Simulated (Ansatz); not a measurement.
K: energy change per atom and pressure against volume scale

All results are calculated (Ansatz 0.2.0). Plane-wave DFT, scalar-relativistic PAW made under PBE with cores redone for the functional, no dispersion; the given relaxed cell is scaled uniformly, energy at zero smearing counts from the unscaled cell, pressure at the given Fermi-Dirac smearing is positive in compression.

The cell before it is scaled or strained (space group Pm-3m, No. 221):
```
cell vectors (Å)
   4.4221     0.0000     0.0000
   0.0000     4.4221     0.0000
   0.0000     0.0000     4.4221
atoms (fractions of the cell vectors)
K   0.00000  0.00000  0.00000
```

Settings of every row: spin polarised no; functional RPBE; wave cutoff 420 eV; smearing width 0.1 eV; k mesh 8x8x8.

Atom starting moment: 0 on all atoms.

Limits: the cell comes from a prototype or a list of computed structures and needn't be the stable phase.

| row | volume scale | V (Å³/atom) | energy change per atom (meV) | pressure (GPa) |
| --- | --- | --- | --- | --- |
| 1 | 0.88 | 76.097 | 10.75 | 0.39 |
| 2 | 0.92 | 79.556 | 4.3 | 0.24 |
| 3 | 0.96 | 83.015 | ? | ? |
| 4 | 1.04 | 89.933 | 1.17 | -0.08 |
| 5 | 1.08 | 93.392 | 4.05 | -0.15 |
| 6 | 1.12 | 96.851 | 8.34 | -0.21 |

Question: what energy change per atom and pressure should row 3 give?

Worked fit of energy change per atom. Take u = (V_r/V)^(2/3) − 1 with V_r = 89.933 Å³ an atom, which is twice the finite (Eulerian) strain; such expansions in the strain, on which the Birch-Murnaghan equation of state is built, carry the rest volume and the bulk modulus. The shown rows have u = 0.11781, 0.08517, 0, -0.02485, -0.04821. Least squares give energy change per atom = 1.185 − 81.466 × u + 1381.92 × u² meV; a straight line predicts inner rows, each left out in turn, worse (root mean square 3.9 against 0.04 meV). The rows lie off it by -0.02, 0.03, -0.02, -0.01, 0.02. Its lowest point lies at u = 0.0295, or V = 86.1 Å³ an atom, and the curvature there gives the bulk modulus at fixed shape and fractions, B = (4/9)(1 + u)² E″(u)/V = 2.42 GPa. The withheld row has u = 0.05481, so the fit gives 1.185 − 81.466 × (0.05481) + 1381.92 × (0.05481)² = 0.87 meV.

The calculation gave 0.9 meV. The fit lies 0.03 meV (3.3 % of the value, 0.3 % of the column's range) below it; its largest miss of a shown row is 0.03 meV.

Worked fit of pressure. Take u = (V_r/V)^(2/3) − 1 with V_r = 89.933 Å³ an atom, which is twice the finite (Eulerian) strain; such expansions in the strain, on which the Birch-Murnaghan equation of state is built, carry the rest volume and the bulk modulus. The shown rows have u = 0.11781, 0.08517, 0, -0.02485, -0.04821. Least squares give pressure = −0.079 + 3.085 × u + 7.63 × u² GPa; a straight line predicts inner rows, each left out in turn, worse (root mean square 0.022 against 0.0019 GPa). All shown rows lie on it to the printed digit. The pressure vanishes at u = 0.0242, or V = 86.77 Å³ an atom, and there the bulk modulus at fixed shape and fractions is B = −V dP/dV = (2/3)(1 + u) dP/du = 2.36 GPa. The withheld row has u = 0.05481, so the fit gives −0.079 + 3.085 × (0.05481) + 7.63 × (0.05481)² = 0.11 GPa.

The calculation gave 0.11 GPa. The fit meets it to the printed digit.
